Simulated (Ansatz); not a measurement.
This was printed by a script on Ansatz 0.2.0 through its Python package, for a projected density of states of MgO, space group P6_3/mmc. What did the script look like? Settings: r2SCAN, PAW, the default cutoff (500 eV here), 6×6×6 k-points, fixed occupations.

```xyz
4
Lattice="3.4864 0.0000 0.0000 -1.7432 3.0193 0.0000 0.0000 0.0000 4.1780" Properties=species:S:1:pos:R:3 pbc="T T T"
Mg    1.7432    1.0064    3.1335
Mg    0.0000    2.0129    1.0445
O     1.7432    1.0064    1.0445
O     0.0000    2.0129    3.1335
```

```console
$ python mgo_pdos.py
DeckWarning: basis.ecutwfc = 500 eV, auto-derived from the records' recommended cutoffs: set by Mg (their level for a meta-GGA)
density residual by iteration (eV): 2.1e-02 4.8e-03 2.9e-04 9.8e-05 1.3e-06 4.5e-08 1.0e-08 1.7e-10 5.0e-12
states by shell in windows of E - E_F (eV): [(-8, -4), (-4, 0), (0, 6)]
Mg 2S       0.000    0.003    0.001
Mg 3S       0.010    0.506    0.126
Mg 2P       0.000    0.002    0.000
O 2S        0.000    0.076    0.050
O 2P        0.045   11.090    0.029
centre of Mg 3S: -3.11 eV
centre of O 2P: -1.89 eV
```
(Warnings from the package without file and line.)

One script that gives this output:

`mgo_pdos.py`
```python
from dataclasses import dataclass

import ansatz
import numpy as np


@dataclass(frozen=True)
class Options:
    kmesh: tuple[int, ...] = (6, 6, 6)
    filling: str = 'fixed'
    tolerance: float = 1e-10
    n_empty: int = 14


cfg = Options()


def main() -> None:
    structure = (
        ansatz.Lattice.of((3.48638, 0.0, 0.0), (-1.74319, 3.01929, 0.0), (0.0, 0.0, 4.17804))
        .atom('Mg', (2 / 3, 1 / 3, 0.75))
        .atom('Mg', (1 / 3, 2 / 3, 0.25))
        .atom('O', (2 / 3, 1 / 3, 0.25))
        .atom('O', (1 / 3, 2 / 3, 0.75))
    )

    base = (
        structure.calculation()
        .functional(ansatz.Functional.R2SCAN)
        .kpoints(*cfg.kmesh, center='gamma')
        .occupations(cfg.filling)
        .scf(tolerance=cfg.tolerance)
        .scf(extra_bands=cfg.n_empty)
        .density_of_states(projected=True, method='smearing', broadening_width=0.15, energy_step=0.1)
    )
    history = []
    res = base.session().plan().execute(on_event=lambda event: history.append(event['data']['dr2_ev']) if event['event'] == 'scf_iter' else None)
    data = res.report
    print('density residual by iteration (eV):', ' '.join(f'{value:.1e}' for value in history[:40]))

    dos = res.density_of_states()
    energy = np.asarray(dos.energies_ev) - dos.fermi_ev
    curves = {}
    for site in res.projected_density_of_states().sites:
        for shell in site.shells:
            weight = sum(np.sum(curve.g_bin_mean_per_ev, axis=0) for curve in shell.curves)
            name = f'{site.species} {shell.label}'
            curves[name] = curves.get(name, 0) + weight

    step = energy[1] - energy[0]
    windows = [(-8, -4), (-4, 0), (0, 6)]
    print('states by shell in windows of E - E_F (eV):', windows)
    for name, g in curves.items():
        print(f'{name:8s}', ' '.join(f'{step * g[(energy >= a) & (energy < b)].sum():8.3f}' for a, b in windows))
    filled = (energy < 0) & (energy > -8)
    for name, g in curves.items():
        if g[filled].sum() * step > 0.5:
            print(f'centre of {name}: {np.average(energy[filled], weights=g[filled]):.2f} eV')


if __name__ == '__main__':
    main()
```

Notes:
- Semilocal gaps usually lie well under measured ones.
- Under fixed occupations the level called the Fermi level is the highest filled one on the SCF mesh; off the mesh a filled band can lie a little above it.
- The crystal has a gap of about 4.10 eV on the mesh; any density of states at or just above the Fermi level is the tail of the broadening.
- The structure comes from a database of computed cells and needn't be a stable or known phase.
- Curves are summed over the cell's atoms. Only shells that the potentials hold have channels, so projections don't add up to the total, least of all where a shell is missing (p of most metals); heights and places of peaks move with the mesh.
- The density of states is complete only as far up as bands were computed.
- A band centre counts only the states inside the window taken.
- Finished in 9.3 s on 1 thread of Arm Neoverse N1, with other jobs on the host, peak memory 0.43 GiB.
